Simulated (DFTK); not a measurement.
# As (R-3m) in DFTK: a series of runs

The runs below take As through single point, band structure, with PBEsol, BJ06.

All numbers are computed with DFTK 0.8.2; they aren't measurements. Logs are shortened: lines on timing, memory, paths and dates and some standing lists are left out, and cuts for length are marked.

### 1 The crystal as given

Symmetry: R-3m, No. 166, trigonal system. The conventional cell has a = 3.762 Å, b = 3.762 Å, c = 10.542 Å, α = 90.00°, β = 90.00°, γ = 120.00°. Around As (site symmetry 3m) lie 3 As at 2.51 Å.

### 2 Single point, PBEsol, 20.24 Å³/atom (volume scaled by 0.94)

The input, run.jl:

```julia
using DFTK
using PseudoPotentialData
using Unitful, UnitfulAtomic
using LinearAlgebra, Printf
include("save.jl")
disable_threading()

# lattice vectors are the columns
lattice = austrip(1u"Å") * [  1.8807968987  -1.8807968987            0.0;
             1.0858785957   1.0858785957  -2.1717571915;
             3.5140619945   3.5140619945   3.5140619945]
symbols   = [:As, :As]
positions = [[0.226, 0.226, 0.226],
             [0.774, 0.774, 0.774]]
pseudopotentials = PseudoFamily("cp2k.nc.sr.pbe.v0_1.semicore.gth")
elements = Dict(s => ElementPsp(s, pseudopotentials) for s in unique(symbols))
atoms    = [elements[s] for s in symbols]

build_model(lattice, positions; symmetries=true) =
    model_DFT(lattice, atoms, positions;
              functionals=PBEsol(),
              temperature=austrip(0.05u"eV"),
              smearing=Smearing.FermiDirac(),
              symmetries)
Ecut  = 27.0  # hartree
kgrid = [6, 6, 6]
tol   = 1e-6
to_GPa = ustrip(uconvert(u"GPa", 1u"hartree/bohr^3"))

results["points"] = []
for scale in [0.94, 0.96, 0.98, 1.0, 1.02, 1.04, 1.06]
    println("\n=== scale = ", scale)
    model = build_model(cbrt(scale) * lattice, positions)
    basis = PlaneWaveBasis(model; Ecut, kgrid)
    t0 = time()
    scfres = self_consistent_field(basis;
                                   tol,
                                   nbandsalg=AdaptiveBands(model; n_bands_converge=10))
    seconds = time() - t0
    @printf "SCF: %d iterations, %.1f s\n" scfres.n_iter seconds
    forces = compute_forces_cart(scfres)
    stress = compute_stresses_cart(scfres)
    @printf "V = %.5f Å^3  F = %.8f Ha  max force = %.5f eV/Å  p = %.4f GPa\n" ustrip(auconvert(u"Å^3", model.unit_cell_volume)) scfres.energies.total ustrip(auconvert(u"eV/Å", maximum(norm, forces))) (-tr(stress) / 3 * to_GPa)
    push!(results["points"], save_scf!(scfres; forces, stress, d=Dict{String,Any}("seconds" => seconds, "n_matvec" => get(scfres, :n_matvec, 0))))
end

# third-order Birch-Murnaghan fit in x = V^(-2/3)
V = [0.94, 0.96, 0.98, 1.0, 1.02, 1.04, 1.06] * abs(det(lattice))
E = [p["total"] for p in results["points"]]
x = V .^ (-2 / 3)
c = [x .^ 0 x x .^ 2 x .^ 3] \ E
Δ = c[3]^2 - 3c[2] * c[4]
if Δ > 0
    x0 = (-c[3] + sqrt(Δ)) / 3c[4]
    B0 = 4 / 9 * x0^(7 / 2) * (2c[3] + 6c[4] * x0)
    @printf "V0 = %.4f Å^3  B0 = %.2f GPa\n" ustrip(auconvert(u"Å^3", x0^(-3 / 2))) B0 * to_GPa
end
```

Potentials or basis: cp2k.nc.sr.pbe.v0_1.semicore.gth (PBE, GTH).

On the command line:

```console
$ julia --threads=1 run.jl  # one pass of the loop, scale = 0.94; save.jl only writes the numbers to a file and isn't shown; printed stress counts tension as positive; times include loading and compiling
```

Output:

```text
=== scale = 0.94
n     Energy            log10(ΔE)   log10(Δρ)   Diag   Δtime
---   ---------------   ---------   ---------   ----   ------
  1   -12.60165633164                   -0.65    5.4    4.11s
  2   -12.60359715761       -2.71       -1.16    1.0    2.85s
  3   -12.60389769281       -3.52       -2.05    2.1    2.03s
  4   -12.60391576748       -4.74       -2.82    1.7    2.53s
  5   -12.60391711412       -5.87       -3.19    2.4    3.02s
  6   -12.60391727642       -6.79       -3.87    1.4    1.80s
  7   -12.60391728729       -7.96       -4.74    2.2    2.92s
  8   -12.60391728797       -9.17       -5.53    2.7    3.14s
  9   -12.60391728798      -11.39       -5.96    2.7    2.27s
 10   -12.60391728798      -12.78       -7.05    1.8    2.59s
SCF: 10 iterations, 27.6 s
V = 40.47731 Å^3  F = -12.60391729 Ha  max force = 0.95997 eV/Å  p = 7.3929 GPa
```

Run time: 28 s. Hardware: 1 thread of AMD EPYC 7R43 (Zen 3), shared host.

Results:

```yaml
Free_energy: -342.9701 eV
Pressure: 7.4 GPa
Largest_force: 0.960 eV/Å
Band_gap_on_the_k_mesh: none (metal or under the smearing width)
```

Caveat: GTH potentials come without recommended cutoffs, and this one wasn't checked for convergence; the potentials were made for another functional, which shifts forces and pressure.

### 3 Single point, PBEsol, 20.67 Å³/atom (volume scaled by 0.96)

run.jl is that of step 2.

Potentials or basis: cp2k.nc.sr.pbe.v0_1.semicore.gth (PBE, GTH).

On the command line:

```console
$ julia --threads=1 run.jl  # one pass of the loop, scale = 0.96; save.jl only writes the numbers to a file and isn't shown; printed stress counts tension as positive; times include loading and compiling
```

Wall time 24 s (1 thread of AMD EPYC 7R43 (Zen 3), shared host).

It converged, with:

- Free energy: -343.0050 eV
- Pressure: 5.3 GPa
- Largest force: 0.770 eV/Å
- Band gap on the k mesh: none (metal or under the smearing width)

Caveat: GTH potentials come without recommended cutoffs, and this one wasn't checked for convergence; the potentials were made for another functional, which shifts forces and pressure.

### 4 Single point, PBEsol, 21.10 Å³/atom (volume scaled by 0.98)

run.jl is that of step 3.

On the command line:

```console
$ julia --threads=1 run.jl  # one pass of the loop, scale = 0.98; save.jl only writes the numbers to a file and isn't shown; printed stress counts tension as positive; times include loading and compiling
```

It took 24 s on 1 thread of AMD EPYC 7R43 (Zen 3), shared host.

It converged, with:

| Quantity | Value |
| --- | --- |
| Free energy | -343.0293 eV |
| Pressure | 3.4 GPa |
| Largest force | 0.610 eV/Å |
| Band gap on the k mesh | none (metal or under the smearing width) |

Caveat: GTH potentials come without recommended cutoffs, and this one wasn't checked for convergence; the potentials were made for another functional, which shifts forces and pressure.

### 5 Single point, PBEsol, 21.53 Å³/atom

run.jl is that of step 4.

On the command line:

```console
$ julia --threads=1 run.jl  # one pass of the loop, scale = 1.0; save.jl only writes the numbers to a file and isn't shown; printed stress counts tension as positive; times include loading and compiling
```

It took 27 s on 1 thread of AMD EPYC 7R43 (Zen 3), shared host.

The run converged. Its results:

```yaml
Free_energy: -343.0436 eV
Pressure: 1.7 GPa
Largest_force: 0.466 eV/Å
Band_gap_on_the_k_mesh: none (metal or under the smearing width)
```

Caveat: GTH potentials come without recommended cutoffs, and this one wasn't checked for convergence; the potentials were made for another functional, which shifts forces and pressure.

### 6 Single point, PBEsol, 21.96 Å³/atom (volume scaled by 1.02)

run.jl is that of step 5.

Potentials or basis: cp2k.nc.sr.pbe.v0_1.semicore.gth (PBE, GTH).

On the command line:

```console
$ julia --threads=1 run.jl  # one pass of the loop, scale = 1.02; save.jl only writes the numbers to a file and isn't shown; printed stress counts tension as positive; times include loading and compiling
```

Wall time 28 s (1 thread of AMD EPYC 7R43 (Zen 3), shared host).

It converged, with:

- Free energy: -343.0490 eV
- Pressure: 0.1 GPa
- Largest force: 0.333 eV/Å
- Band gap on the k mesh: none (metal or under the smearing width)

Caveat: GTH potentials come without recommended cutoffs, and this one wasn't checked for convergence; the potentials were made for another functional, which shifts forces and pressure.

### 7 Single point, PBEsol, 22.39 Å³/atom (volume scaled by 1.04)

run.jl is that of step 6.

On the command line:

```console
$ julia --threads=1 run.jl  # one pass of the loop, scale = 1.04; save.jl only writes the numbers to a file and isn't shown; printed stress counts tension as positive; times include loading and compiling
```

It took 29 s on 1 thread of AMD EPYC 7R43 (Zen 3), shared host.

Results (log left out):

| Property | Result |
| --- | --- |
| Free energy | -343.0462 eV |
| Pressure | -1.4 GPa |
| Largest force | 0.208 eV/Å |
| Band gap on the k mesh | none (metal or under the smearing width) |

Caveat: GTH potentials come without recommended cutoffs, and this one wasn't checked for convergence; the potentials were made for another functional, which shifts forces and pressure.

### 8 Single point, PBEsol, 22.82 Å³/atom (volume scaled by 1.06)

run.jl is that of step 7.

On the command line:

```console
$ julia --threads=1 run.jl  # one pass of the loop, scale = 1.06; save.jl only writes the numbers to a file and isn't shown; printed stress counts tension as positive; times include loading and compiling
```

Run time: 28 s. Hardware: 1 thread of AMD EPYC 7R43 (Zen 3), shared host.

Results (log left out):

* Free energy: -343.0360 eV
* Pressure: -2.7 GPa
* Largest force: 0.090 eV/Å
* Band gap on the k mesh: none (metal or under the smearing width)

Caveat: GTH potentials come without recommended cutoffs, and this one wasn't checked for convergence; the potentials were made for another functional, which shifts forces and pressure.

### 9 Band structure, BJ06

The input, run.jl:

```julia
using DFTK
using PseudoPotentialData
using Unitful, UnitfulAtomic
using LinearAlgebra, Printf
include("save.jl")
disable_threading()

lines     = readlines("As.xyz")
cell_ang  = reshape(parse.(Float64, split(match(r"Lattice=\"([^\"]+)\"", lines[2])[1])), 3, 3)
lattice   = austrip(1u"Å") * cell_ang
symbols   = [Symbol(split(l)[1]) for l in lines[3:end]]
positions = [round.(cell_ang \ parse.(Float64, split(l)[2:4]); digits=9) for l in lines[3:end]]
pseudopotentials = PseudoFamily("cp2k.nc.sr.pbe.v0_1.semicore.gth")
elements = Dict(s => ElementPsp(s, pseudopotentials) for s in unique(symbols))
atoms    = [elements[s] for s in symbols]

build_model(lattice, positions; symmetries=true) =
    model_DFT(lattice, atoms, positions;
              functionals=[:mgga_x_tb09, :lda_c_pw],
              temperature=austrip(0.05u"eV"),
              smearing=Smearing.FermiDirac(),
              symmetries)
Ecut  = 35.0  # hartree
kgrid = [7, 7, 7]
tol   = 1e-6
to_GPa = ustrip(uconvert(u"GPa", 1u"hartree/bohr^3"))

model = build_model(lattice, positions)
basis = PlaneWaveBasis(model; Ecut, kgrid)
display(basis)
scfres = self_consistent_field(basis;
                               tol,
                               nbandsalg=AdaptiveBands(model; n_bands_converge=10))
display(scfres.energies)
@printf "Fermi level: %.6f eV\n" ustrip(auconvert(u"eV", something(scfres.εF, NaN)))
println("Levels at the first k-point (eV): ", round.(ustrip.(auconvert.(u"eV", scfres.eigenvalues[1][1:scfres.n_bands_converge])); digits=4))
save_scf!(scfres)

points = Dict("G" => [0.0, 0.0, 0.0], "B" => [0.7696754127, 0.5, 0.2303245873], "B1" => [0.5, 0.2303245873, -0.2303245873], "F" => [0.5, 0.5, 0.0], "L" => [0.5, 0.0, 0.0], "P" => [0.7696754127, 0.3651622936, 0.3651622936], "P1" => [0.6348377064, 0.6348377064, 0.2303245873], "Q" => [0.6348377064, 0.3651622936, 0.0], "X" => [0.3651622936, 0.0, -0.3651622936], "Z" => [0.5, 0.5, 0.5])
segments = [("G", "L", 6), ("L", "B1", 5), ("B", "Z", 6), ("Z", "G", 6), ("G", "X", 8), ("Q", "F", 3), ("F", "P1", 3), ("P1", "Z", 5), ("L", "P", 4)]
kcoords = vcat([[points[a] + t * (points[b] - points[a]) for t in range(0, 1, n)] for (a, b, n) in segments]...)
bands = compute_bands(scfres, ExplicitKpoints(kcoords); n_bands=12, tol=1e-5)
for (k, ε) in zip(bands.basis.kpoints, bands.eigenvalues)
    @printf "%d %8.4f %8.4f %8.4f " k.spin k.coordinate...
    println(join([@sprintf("%9.4f", e) for e in ustrip.(auconvert.(u"eV", ε .- scfres.εF))]))
end
results["band_energies"] = rows(bands.eigenvalues); results["band_kpoints"] = rows(kcoords)
```

The input, As.xyz:

```xyz
2
Lattice="1.8807968987 1.0858785957 3.5140619945 -1.8807968987 1.0858785957 3.5140619945 0.0000000000 -2.1717571915 3.5140619945" Properties=species:S:1:pos:R:3 pbc="T T T"
As     0.0000000000      0.0000000000      2.3825340323
As     0.0000000000     -0.0000000001      8.1596519512
```

Potentials or basis: cp2k.nc.sr.pbe.v0_1.semicore.gth (PBE, GTH).

On the command line:

```console
$ julia --threads=1 run.jl  # save.jl only writes the numbers to a file and isn't shown; printed stress counts tension as positive; times include loading and compiling
```

Output:

```text
PlaneWaveBasis discretization:

    Ecut                 : 35.0 Ha
    fft_size             : (45, 45, 45), 91125 total points
    kgrid                : MonkhorstPack([7, 7, 7])
    num.   red. kpoints  : 343
    num. irred. kpoints  : 44

    Discretized Model(mgga_x_tb09+lda_c_pw, 3D):
        lattice (in Bohr)    : [3.55419   , -3.55419  , 0         ]
                               [2.05201   , 2.05201   , -4.10403  ]
                               [6.64061   , 6.64061   , 6.64061   ]
        unit cell volume     : 290.59 Bohr³

        atoms                : As₂
        pseudopot. family    : PseudoFamily("cp2k.nc.sr.pbe.v0_1.semicore.gth")

        num. electrons       : 10
        spin polarization    : none
        temperature          : 0.0018375 Ha
        smearing             : DFTK.Smearing.FermiDirac()

        terms                : Kinetic()
                               AtomicLocal()
                               AtomicNonlocal()
                               Ewald(nothing)
                               PspCorrection()
                               Hartree()
                               Xc(mgga_x_tb09, lda_c_pw)
                               Entropy()
n     Energy            log10(ΔE)   log10(Δρ)   log10(Δτ)   Diag   Δtime
---   ---------------   ---------   ---------   ---------   ----   ------
  1   -9.941069725090                   -0.65       -0.52    5.3    17.2s
  2   -9.949657476100       -2.07       -1.08       -1.81    1.1    9.89s
┌ Warning: Exchange-correlation term: the kinetic energy density τ is smaller than the von Weizsäcker kinetic energy density τ_W somewhere. This can lead to unphysical results. This can be caused by pseudopotentials without a non-linear core correction for τ, a too small Ecut value or an unphysical initial guess for τ. This message is only logged once.
└ @ DFTK xc.jl:436
  3   -9.940275840787   +   -2.03       -1.80       -2.33    2.9    13.3s
  4   -9.942940532696       -2.57       -2.26       -2.82    1.9    17.5s
  5   -9.942363139572   +   -3.24       -2.67       -3.47    1.8    15.1s
  6   -9.942308659127   +   -4.26       -3.30       -3.82    1.8    14.0s
  7   -9.942258379230   +   -4.30       -3.66       -4.31    2.4    16.5s
  8   -9.942232159739   +   -4.58       -4.40       -4.30    2.1    13.0s
  9   -9.942244656326       -4.90       -4.73       -5.02    2.7    13.5s
 10   -9.942240294103   +   -5.36       -5.40       -5.26    2.4    11.7s
 11   -9.942242254874       -5.71       -5.65       -5.78    3.2    14.1s
 12   -9.942241644023   +   -6.21       -5.97       -6.10    2.6    13.2s
 13   -9.942241866543       -6.65       -7.24       -6.49    2.4    13.0s
Energy breakdown (in Ha):
    Kinetic             4.4382519
    AtomicLocal         -3.4438826
    AtomicNonlocal      1.5665813
    Ewald               -13.2967518
    PspCorrection       0.5846637
    Hartree             0.6839392
    Xc                  -0.4749549
    Entropy             -0.0000887

    total               -9.942241866543
Fermi level: 5.809680 eV
Levels at the first k-point (eV): [-9.3396, 0.1489, 3.1388, 3.5704, 3.5704, 7.4042, 8.6907, 8.6907, 12.4944, 12.4944]
1   0.0000   0.0000   0.0000  -15.1493  -5.6608  -2.6709  -2.2392  -2.2392   1.5945   2.8810   2.8810   6.6847   6.6847   7.2187   8.5812
1   0.1000   0.0000   0.0000  -15.0144  -6.1654  -2.6561  -2.3453  -2.2488   1.8659   2.6390   2.7933   5.8560   6.5156   6.5681   9.5072
1   0.2000   0.0000   0.0000  -14.6129  -7.3745  -2.8944  -2.5916  -1.8618   1.5458   2.3217   2.4165   5.6036   6.2692   6.9491  11.3113
1   0.3000   0.0000   0.0000  -13.9571  -8.8410  -3.0274  -2.8494  -1.3862   0.7983   1.4810   1.8896   6.4042   7.1575   8.2248  12.4920
1   0.4000   0.0000   0.0000  -13.0902 -10.2688  -3.0304  -3.0230  -0.9190   0.1397   0.6643   1.4878   7.4350   9.0889  10.0673  11.0420
1   0.5000   0.0000   0.0000  -12.3977 -11.1588  -3.0942  -2.9956  -0.5280  -0.2880   0.3097   1.3425   8.9376   8.9894  11.4409  11.5518
[... 38 lines left out ...]
1   0.6798   0.2434   0.2434  -12.2888 -10.6925  -5.4436  -3.6569  -2.4449   1.8046   2.7058   4.1549   6.0050   9.6616  10.9943  13.3442
1   0.7697   0.3652   0.3652  -12.3484 -10.1632  -6.3076  -3.9750  -3.1353   2.0750   3.8337   5.9960   6.4401   9.5473  11.0575  13.0209
```

Wall time 3.9 min (1 thread of Intel Xeon Platinum 8259CL at 2.50GHz (Skylake/Cascade Lake), shared host); peak memory 1.7 GiB.

Results:

* Band gap on the k mesh: none (metal or under the smearing width)

Levels at the corners of the path, in eV from the Fermi level:
```csv
point,band 3,band 4,band 5,band 6,band 7,band 8
Γ,-2.67,-2.24,-2.24,1.59,2.88,2.88
L,-3.09,-3.00,-0.53,-0.29,0.31,1.34
B1,-6.09,-5.56,-1.56,1.27,5.21,5.39
B,-6.09,-5.56,-1.56,1.27,5.21,5.39
Z,-2.02,-2.02,-0.48,0.72,0.72,1.69
Γ,-2.67,-2.24,-2.24,1.59,2.88,2.88
X,-6.36,-3.74,-3.68,3.25,3.30,5.18
Q,-6.36,-3.74,-3.68,3.25,3.30,5.18
F,-6.10,-4.39,-4.35,1.32,5.51,6.88
P1,-6.31,-3.97,-3.14,2.08,3.83,6.00
Z,-2.02,-2.02,-0.48,0.72,0.72,1.69
L,-3.09,-3.00,-0.53,-0.29,0.31,1.34
P,-6.31,-3.97,-3.14,2.08,3.83,6.00
```

Caveat: the program leaves the constant c of mgga_x_tb09 at 1, so the potential is Becke-Johnson's (BJ06) and not Tran and Blaha's, with levels but no total energy; GTH potentials come without recommended cutoffs, and this one wasn't checked for convergence; the program warned that the kinetic-energy density falls under its von Weizsäcker bound, which can give unphysical results; the potentials were made for another functional, which shifts forces and pressure.

### 10 For comparison

An earlier run on the cell as given: functional PBEsol; potentials or basis dojo.nc.sr.pbesol.v0_4_1.standard.upf (PBEsol); cutoff 1143 eV; k mesh 9 × 9 × 9; occupations fermi-dirac, width 0.05 eV; no spin polarisation.

* Pressure: 0.3 GPa
* Largest force: 0.376 eV/Å
* Band gap on the k mesh: none (metal or under the smearing width)
